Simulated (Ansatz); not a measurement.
# NbN (rocksalt type): the cost of one run

Program: Ansatz 0.2.0. Level of theory: DFT, PBE, PAW with Ansatz's default frozen-core files, scalar-relativistic. These are calculated values, not measurements.

## Step 1: The structure to begin with

The structure is cubic, space group Fm-3m (No. 225). The conventional cell has a = 4.309 Å, b = 4.309 Å, c = 4.309 Å, α = 90.00°, β = 90.00°, γ = 90.00°. Around Nb (site symmetry m-3m) lie 6 N at 2.15 Å. N (site symmetry m-3m) is surrounded by 6 Nb at 2.15 Å.

Structure file:

```xyz
2
Lattice="0.0000 2.1544 2.1544 2.1544 0.0000 2.1544 2.1544 2.1544 0.0000" Properties=species:S:1:pos:R:3 pbc="T T T"
Nb    0.0000    0.0000    0.0000
N     2.1544    2.1544    2.1544
```

Atoms are numbered in the order of the input: Nb1, N2.

## Step 2: Cell relaxed at zero pressure, PAW

The input, input.yaml:

```yaml
crystal:
  lattice:
    - [0.0, 2.15443469, 2.15443469]
    - [2.15443469, 0.0, 2.15443469]
    - [2.15443469, 2.15443469, 0.0]
  atoms:
    - { symbol: Nb, position: [0.0, 0.0, 0.0] }
    - { symbol: "N", position: [0.5, 0.5, 0.5] }
kpoints:
  mp_grid: { grid: [16, 16, 16] }
scf:
  occupations: { method: fermi_dirac, width: 0.1 }
hamiltonian:
  xc: pbe
  pseudopotentials: { kind: paw }
output:
  forces: true
  stress: true
relax:
  f_tol: 0.005
  max_steps: 40
  cell: {}
```

Command:

```bash
$ ansatz run input.yaml --threads 1 --pin off --max-ram 3584MiB --backend cpu --events-out ev --progress --plain --runs-dir out
```

What time and memory should one allow on 1 thread of Arm Neoverse V2, shared host?

About 17 s, with a peak of 0.36 GiB.
